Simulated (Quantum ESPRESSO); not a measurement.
# Bi (P-1) in Quantum ESPRESSO: energy-loss spectrum with PBE

Aim: the energy-loss spectrum of Bi with PBE.

All numbers are computed with Quantum ESPRESSO 7.5; they aren't measurements. Logs are shortened: lines on timing, memory, paths and dates and some standing lists are left out, and cuts for length are marked.

## 1. The cell of the first run

The typed cell holds 2 atoms: a = 4.742 Å, b = 4.745 Å, c = 4.639 Å, α = 57.96°, β = 57.07°, γ = 58.51°.

## 2. Energy-loss spectrum, PBE (cell strained at random at fixed volume)

The input, pw.in:

```
&CONTROL
  calculation = 'scf'
  prefix = 'pwscf'
  outdir = './tmp'
  pseudo_dir = './pseudo'
  tprnfor = .true.
  tstress = .true.
  disk_io = 'low'
/
&SYSTEM
  ibrav = 0
  nat = 2
  ntyp = 1
  ecutwfc = 66
  nbnd = 22
  occupations = 'smearing'
  smearing = 'gaussian'
  degauss = 0.01999163
/
&ELECTRONS
  conv_thr = 4d-10
  electron_maxstep = 120
  mixing_beta = 0.5
/
ATOMIC_SPECIES
Bi   208.9804 Bi.upf
CELL_PARAMETERS angstrom
   2.3168190000    1.3123170000    3.9244430000
  -2.3192920000    1.3497500000    3.9134230000
   0.0311810000   -2.5431420000    3.8793970000
ATOMIC_POSITIONS crystal
Bi     0.7660000000    0.7660000000    0.7660000000
Bi     0.2340000000    0.2340000000    0.2340000000
K_POINTS automatic
4 4 4 0 0 0
```

The input, scf2.in:

```
&CONTROL
  calculation = 'scf'
  prefix = 'pwscf'
  outdir = './tmp'
  pseudo_dir = './pseudo'
  tprnfor = .true.
  tstress = .true.
  disk_io = 'low'
/
&SYSTEM
  ibrav = 0
  nat = 2
  ntyp = 1
  ecutwfc = 66
  nbnd = 22
  occupations = 'smearing'
  smearing = 'gaussian'
  degauss = 0.01999163
/
&ELECTRONS
  conv_thr = 1d-11
  electron_maxstep = 120
  mixing_beta = 0.5
  startingpot = 'file'
  startingwfc = 'file'
/
ATOMIC_SPECIES
Bi   208.9804 Bi.upf
CELL_PARAMETERS angstrom
   2.3168190000    1.3123170000    3.9244430000
  -2.3192920000    1.3497500000    3.9134230000
   0.0311810000   -2.5431420000    3.8793970000
ATOMIC_POSITIONS crystal
Bi     0.7660000000    0.7660000000    0.7660000000
Bi     0.2340000000    0.2340000000    0.2340000000
K_POINTS automatic
4 4 4 0 0 0
```

The input, eels.in:

```
&LR_INPUT
  prefix = 'pwscf'
  outdir = './tmp'
  restart_step = 5000
  restart = .false.
/
&LR_CONTROL
  calculator = 'lanczos'
  approximation = 'RPA_with_CLFE'
  q1 = 0.7547885052
  q2 = 0
  q3 = 0
  itermax = 400
/
```

The input, spectrum.in:

```
&LR_INPUT
  prefix = 'pwscf'
  outdir = './tmp'
  eels = .true.
  itermax0 = 400
  itermax = 20000
  extrapolation = 'osc'
  epsil = 0.02
  units = 1
  start = 0
  end = 40
  increment = 0.2
/
```

The input, spectrum_short.in:

```
&LR_INPUT
  prefix = 'pwscf'
  outdir = './tmp'
  eels = .true.
  itermax0 = 266
  itermax = 20000
  extrapolation = 'osc'
  epsil = 0.02
  units = 1
  start = 0
  end = 40
  increment = 0.2
/
```

Potentials or basis: PseudoDojo 0.4.1 SR PBE standard.

Run with:

```sh
> OMP_NUM_THREADS=1 pw.x -in pw.in > pw.out
> OMP_NUM_THREADS=1 pw.x -in scf2.in > scf2.out
> OMP_NUM_THREADS=1 turbo_eels.x -in eels.in > eels.out
> OMP_NUM_THREADS=1 turbo_spectrum.x -in spectrum.in > spectrum.out
> OMP_NUM_THREADS=1 turbo_spectrum.x -in spectrum_short.in > spectrum_short.out
```

pw.out:

```text
This program is part of the open-source Quantum ESPRESSO suite
     for quantum simulation of materials; please cite
[... 9 lines left out ...]
     --------------------
     sticks:   dense  smooth     PW     G-vecs:    dense   smooth      PW
     Sum        1443    1443    425                34297    34297    5447

     Using Slab Decomposition

     bravais-lattice index     =            0
     lattice parameter (alat)  =       8.9620  a.u.
     unit-cell volume          =     473.3230 (a.u.)^3
     number of atoms/cell      =            2
     number of atomic types    =            1
     number of electrons       =        30.00
     number of Kohn-Sham states=           22
     kinetic-energy cutoff     =      66.0000  Ry
     charge density cutoff     =     264.0000  Ry
     scf convergence threshold =      4.0E-10
     mixing beta               =       0.5000
     number of iterations used =            8  plain     mixing
     Exchange-correlation= PBE
                           (   1   4   3   4   0   0   0)

     celldm(1)=   8.961981  celldm(2)=   0.000000  celldm(3)=   0.000000
     celldm(4)=   0.000000  celldm(5)=   0.000000  celldm(6)=   0.000000

     crystal axes: (cart. coord. in units of alat)
               a(1) = (   0.488525   0.276716   0.827509 )
               a(2) = (  -0.489047   0.284609   0.825186 )
               a(3) = (   0.006575  -0.536248   0.818011 )

     reciprocal axes: (cart. coord. in units 2 pi/alat)
               b(1) = (  1.026980  0.616615  0.395968 )
               b(2) = ( -1.019056  0.599442  0.401155 )
               b(3) = ( -0.010911 -1.228474  0.417238 )

     PseudoPot. # 1 for Bi read from file:
     Bi.upf
     Pseudo is Norm-conserving + core correction, Zval = 15.0
     Generated using ONCVPSP code by D. R. Hamann
     Using radial grid of 1490 points,  6 beta functions with:
                l(1) =   0
                l(2) =   0
                l(3) =   1
                l(4) =   1
                l(5) =   2
                l(6) =   2

     atomic species   valence    mass     pseudopotential
     Bi               15.00   208.98040     Bi( 1.00)

      2 Sym. Ops., with inversion, found

   Cartesian axes

     site n.     atom                  positions (alat units)
         1        Bi     tau(   1) = (   0.0046369   0.0192086   1.8925606  )
         2        Bi     tau(   2) = (   0.0014165   0.0058679   0.5781452  )

     number of k points=    36  Gaussian smearing, width (Ry)=  0.0200
                       cart. coord. in units 2pi/alat
        k(    1) = (   0.0000000   0.0000000   0.0000000), wk =   0.0312500
        k(    2) = (  -0.0027277  -0.3071186   0.1043095), wk =   0.0625000
        k(    3) = (   0.0054554   0.6142372  -0.2086189), wk =   0.0312500
        k(    4) = (  -0.2547641   0.1498604   0.1002888), wk =   0.0625000
        k(    5) = (  -0.2574917  -0.1572582   0.2045983), wk =   0.0625000
        k(    6) = (  -0.2493087   0.7640977  -0.1083301), wk =   0.0625000
[... 28 lines left out ...]
        k(   35) = (  -0.0066897  -0.9151471  -0.2942523), wk =   0.0625000
        k(   36) = (   0.0014934   0.0062088  -0.6071806), wk =   0.0312500

     Dense  grid:    34297 G-vectors     FFT dimensions: (  48,  48,  45)

     Initial potential from superposition of free atoms

     starting charge      29.9983, renormalised to      30.0000
     Starting wfcs are   18 randomized atomic wfcs +    4 random wfcs

     Self-consistent Calculation

     iteration #  1     ecut=    66.00 Ry     beta= 0.50
     Davidson diagonalization with overlap
     ethr =  1.00E-02,  avg # of iterations =  5.7

     Threshold (ethr) on eigenvalues was too large:
     Diagonalizing with lowered threshold

     Davidson diagonalization with overlap
     ethr =  1.90E-05,  avg # of iterations =  8.5

     total energy              =    -328.20819221 Ry
     estimated scf accuracy    <       0.00572450 Ry

     iteration #  2     ecut=    66.00 Ry     beta= 0.50
     Davidson diagonalization with overlap
     ethr =  1.91E-05,  avg # of iterations =  1.0

     total energy              =    -328.20845261 Ry
     estimated scf accuracy    <       0.00109425 Ry

     iteration #  3     ecut=    66.00 Ry     beta= 0.50
     Davidson diagonalization with overlap
     ethr =  3.65E-06,  avg # of iterations =  1.6

     total energy              =    -328.20851820 Ry
     estimated scf accuracy    <       0.00003849 Ry
[... 19 lines left out ...]
     total energy              =    -328.20852284 Ry
     estimated scf accuracy    <          8.3E-09 Ry

     iteration #  7     ecut=    66.00 Ry     beta= 0.50
     Davidson diagonalization with overlap
     ethr =  2.78E-11,  avg # of iterations =  2.0

     total energy              =    -328.20852284 Ry
     estimated scf accuracy    <          1.4E-09 Ry

     iteration #  8     ecut=    66.00 Ry     beta= 0.50
     Davidson diagonalization with overlap
     ethr =  4.52E-12,  avg # of iterations =  1.7

     End of self-consistent calculation

          k = 0.0000 0.0000 0.0000 (  4281 PWs)   bands (ev):

   -13.0624 -13.0405 -12.9078 -12.8921 -12.8833 -12.7181 -12.7031 -12.7007
   -12.5864 -12.5719  -3.2016   2.4532   8.3982   8.5846   8.8656  12.3901
    12.9059  13.0182  15.4262  15.5847  15.9469  16.0145

          k =-0.0027-0.3071 0.1043 (  4304 PWs)   bands (ev):

   -13.0104 -12.9933 -12.8781 -12.8715 -12.8527 -12.7460 -12.7315 -12.7194
   -12.6372 -12.6258  -2.6036   1.2957   8.4676   8.5396   8.9412  10.8954
    11.6045  11.7715  15.2110  16.0758  16.4523  19.4508

          k = 0.0055 0.6142-0.2086 (  4290 PWs)   bands (ev):

   -12.9456 -12.8863 -12.8566 -12.8425 -12.8079 -12.7935 -12.7654 -12.7624
   -12.7191 -12.6861  -1.1920  -0.6084   8.5765   8.5931   9.4539   9.5129
    10.4263  10.7541  17.8043  18.6100  19.0739  19.3734

          k =-0.2548 0.1499 0.1003 (  4283 PWs)   bands (ev):

   -13.0201 -12.9877 -12.8898 -12.8610 -12.8512 -12.7525 -12.7308 -12.7158
   -12.6419 -12.6166  -2.6397   1.2119   8.6048   8.7605   8.9242  11.1877
    11.6157  11.9421  15.2100  16.0525  16.7596  19.1142

          k =-0.2575-0.1573 0.2046 (  4280 PWs)   bands (ev):

   -13.0394 -12.9552 -12.8996 -12.8545 -12.8398 -12.7611 -12.7401 -12.7036
   -12.6877 -12.5848  -2.4735   1.2709   7.2961   7.7343   8.4423  11.9497
    12.7196  13.7563  14.5581  17.2398  17.6387  17.7935

          k =-0.2493 0.7641-0.1083 (  4296 PWs)   bands (ev):

   -12.9973 -12.9060 -12.8665 -12.8392 -12.8046 -12.7933 -12.7653 -12.7379
   -12.7246 -12.6294  -1.3301  -0.0364   6.2232   7.4241   7.7324  12.3662
    12.6317  13.9558  14.6535  18.4655  19.4867  20.0997

          k =-0.2520 0.4570-0.0040 (  4291 PWs)   bands (ev):
[... 167 lines left out ...]
          k =-0.0067-0.9151-0.2943 (  4286 PWs)   bands (ev):

   -12.9988 -12.9404 -12.8822 -12.8469 -12.8302 -12.7579 -12.7493 -12.7202
   -12.7067 -12.6325  -1.6821   0.2611   6.2754   7.5419   7.9414  12.4008
    13.0470  14.3733  14.8738  18.1514  18.9280  20.1016

          k = 0.0015 0.0062-0.6072 (  4284 PWs)   bands (ev):

   -12.9680 -12.9491 -12.8706 -12.8563 -12.8426 -12.7558 -12.7318 -12.7296
   -12.6880 -12.6758  -1.9315  -0.0149   8.9103   9.1859   9.3539  10.4641
    10.6026  10.6445  17.0220  18.8671  18.8768  19.1280

     the Fermi energy is     9.7578 ev

!    total energy              =    -328.20852284 Ry
     estimated scf accuracy    <          1.7E-10 Ry
     smearing contrib. (-TS)   =      -0.00146087 Ry
     internal energy E=F+TS    =    -328.20706197 Ry

     The total energy is F=E-TS. E is the sum of the following terms:
     one-electron contribution =    -106.84781026 Ry
     hartree contribution      =      70.64027358 Ry
     xc contribution           =     -86.63718478 Ry
     ewald contribution        =    -205.36234050 Ry

     convergence has been achieved in   8 iterations

     Forces acting on atoms (cartesian axes, Ry/au):

     atom    1 type  1   force =     0.00330329    0.00023644   -0.00047183
     atom    2 type  1   force =    -0.00330329   -0.00023644    0.00047183

     Total force =     0.004731     Total SCF correction =     0.000050

     Computing stress (Cartesian axis) and pressure

          total   stress  (Ry/bohr**3)                   (kbar)     P=       18.74
   0.00009825   0.00004230  -0.00004368           14.45        6.22       -6.43
   0.00004230   0.00017503   0.00000312            6.22       25.75        0.46
  -0.00004368   0.00000312   0.00010887           -6.43        0.46       16.02

=------------------------------------------------------------------------------=
   JOB DONE.
=------------------------------------------------------------------------------=
```

eels.out:

```text
This program is part of the open-source Quantum ESPRESSO suite
     for quantum simulation of materials; please cite
         "P. Giannozzi et al., J. Phys.:Condens. Matter 21 395502 (2009);
         "P. Giannozzi et al., J. Phys.:Condens. Matter 29 465901 (2017);
         "P. Giannozzi et al., J. Chem. Phys. 152 154105 (2020);
     in publications or presentations arising from this work. More details at

[... 301 lines left out ...]
     gamma(00000400)= 33.529180
     z1=       1 -0.164235097173094E-01 -0.264893153474167E-10
     End of Lanczos iterations

     Finished linear response calculation...

     US routines

     EELS routines

=------------------------------------------------------------------------------=
   JOB DONE.
=------------------------------------------------------------------------------=
```

Wall time 15 min (1 thread of Intel Xeon 6975P-C (Granite Rapids), shared host); peak memory 1 GiB.

Results:

* Free energy: -4465.5044 eV
* Pressure: 1.9 GPa
* Largest force: 0.086 eV/Å
* Band gap on the k mesh: none (metal or under the smearing width)
* Peak of the energy-loss function: 18.6 eV

Forces on the atoms (eV/Å):
```
Bi   0.085  0.007 -0.012
Bi  -0.085 -0.007  0.012
```

Levels at points of the mesh, in eV from the Fermi level:
| k point | band 12 | band 13 | band 14 | band 15 | band 16 | band 17 | band 18 | band 19 |
| --- | --- | --- | --- | --- | --- | --- | --- | --- |
| (0.00, 0.00, 0.00) | -7.30 | -1.36 | -1.17 | -0.89 | 2.63 | 3.15 | 3.26 | 5.67 |
| (0.00, 0.00, -0.50) | -10.37 | -1.18 | -1.16 | -0.30 | -0.24 | 0.67 | 1.00 | 8.05 |
| (0.00, -0.50, 0.00) | -10.40 | -1.08 | -0.89 | 0.03 | 0.05 | 0.74 | 1.30 | 7.74 |
| (0.00, -0.50, -0.50) | -9.36 | -4.57 | -2.92 | -2.74 | 2.51 | 5.09 | 5.62 | 7.04 |
| (-0.50, 0.00, 0.00) | -10.42 | -1.03 | -1.00 | -0.09 | -0.07 | 0.77 | 1.18 | 7.75 |
| (-0.50, 0.00, -0.50) | -9.22 | -4.54 | -2.94 | -2.64 | 2.57 | 5.14 | 5.70 | 6.85 |
| (-0.50, -0.50, 0.00) | -9.33 | -4.56 | -3.00 | -2.66 | 2.49 | 5.14 | 5.57 | 6.98 |
| (-0.50, -0.50, -0.50) | -9.77 | -0.85 | -0.57 | -0.40 | 0.71 | 0.84 | 0.89 | 7.26 |

Energy-loss function at q = [1.0, 0.0, 0.0] (Å⁻¹, cartesian):
```csv
energy (eV),loss
0.0,0.000
1.8,0.005
3.4,0.025
5.2,0.124
7.0,0.177
8.6,0.257
10.4,0.425
12.2,0.581
13.8,0.561
15.6,0.620
17.4,1.082
19.0,1.358
20.8,0.688
22.4,0.430
24.2,0.368
26.0,0.381
27.6,0.320
29.4,0.212
31.2,0.168
32.8,0.168
34.6,0.181
36.4,0.176
38.0,0.161
39.8,0.154
```

Caveat: the k mesh is coarse (spacing up to 0.43 Å⁻¹), so the values aren't converged; the Lanczos chain is short for so many electrons, so humps in the spectrum may be artefacts; spin-orbit coupling is left out, which moves the levels of the heavy elements.
